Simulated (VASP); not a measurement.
## A VASP 6.6.1 single-point calculation on BeTe

INCAR

```
IBRION = -1
PREC = Accurate
GGA = PE
SIGMA = 0.02
NBANDS = 11
LASPH = .TRUE.
LREAL = .FALSE.
LCHARG = .FALSE.
NSW = 0
NELM = 120
NELMIN = 4
EDIFF = 1E-7
LWAVE = .FALSE.
ISMEAR = -1
ISIF = 2
ENCUT = 520
```

KPOINTS

```
KPOINTS created by Atomic Simulation Environment
0
Gamma
12 12 12
0 0 0
```

POSCAR

```
Be Te
 1.0000000000000000
     0.0000000000000000    2.8851960980000002    2.7849264596999999
     2.8851960980000002    0.0000000000000000    2.7849264596999999
     2.8851960980000002    2.8851960980000002    0.0000000000000000
 Be  Te
   1   1
Cartesian
  0.0000000000000000  0.0000000000000000  0.0000000000000000
  1.4425980489999999  1.4425980489999999  1.3924632298499997
```

The recommended PBE PAW datasets give the neutral cell 8 valence electrons.

Command

```
mpirun -np 1 vasp_std
```

Problem. Predict the outcome of this run.

Solution. It converged. Results: gap between bands v and c on the k mesh 1.80 eV; least direct gap on the k mesh 3.43 eV; pressure -1.0 GPa. Band v is the last that the valence electrons fill when counted band by band, and c is the next.

OSZICAR

```
N       E                     dE             d eps       ncg     rms          rms(c)
DAV:   1     0.189696684758E+02    0.18970E+02   -0.32383E+03  3586   0.579E+02
DAV:   2    -0.657349775740E+01   -0.25543E+02   -0.24464E+02  4760   0.914E+01
DAV:   3    -0.770815373779E+01   -0.11347E+01   -0.11328E+01  4678   0.202E+01
DAV:   4    -0.772061028193E+01   -0.12457E-01   -0.12455E-01  4330   0.242E+00
DAV:   5    -0.772087191051E+01   -0.26163E-03   -0.26163E-03  4555   0.339E-01    0.390E+00
DAV:   6    -0.763978219794E+01    0.81090E-01   -0.91756E-02  4165   0.121E+00    0.236E+00
DAV:   7    -0.761464649295E+01    0.25136E-01   -0.86499E-02  4250   0.129E+00    0.412E-01
DAV:   8    -0.761538398748E+01   -0.73749E-03   -0.53918E-03  4096   0.416E-01    0.702E-02
DAV:   9    -0.761562579809E+01   -0.24181E-03   -0.29762E-04  4359   0.102E-01    0.269E-02
DAV:  10    -0.761568650070E+01   -0.60703E-04   -0.74599E-05  4043   0.443E-02    0.142E-02
DAV:  11    -0.761568910495E+01   -0.26042E-05   -0.24911E-06  4719   0.939E-03    0.899E-03
DAV:  12    -0.761569117525E+01   -0.20703E-05   -0.44008E-06  3895   0.119E-02    0.477E-03
DAV:  13    -0.761569122571E+01   -0.50458E-07   -0.28871E-08  4403   0.123E-03
   1 F= -.76156912E+01 E0= -.76156912E+01  d E =-.738114E-11
```

For comparison, a separate PBE run of the intended cell, on usual settings and not on those above, gives a gap of 1.80 eV on its mesh and a pressure of -1.0 GPa.
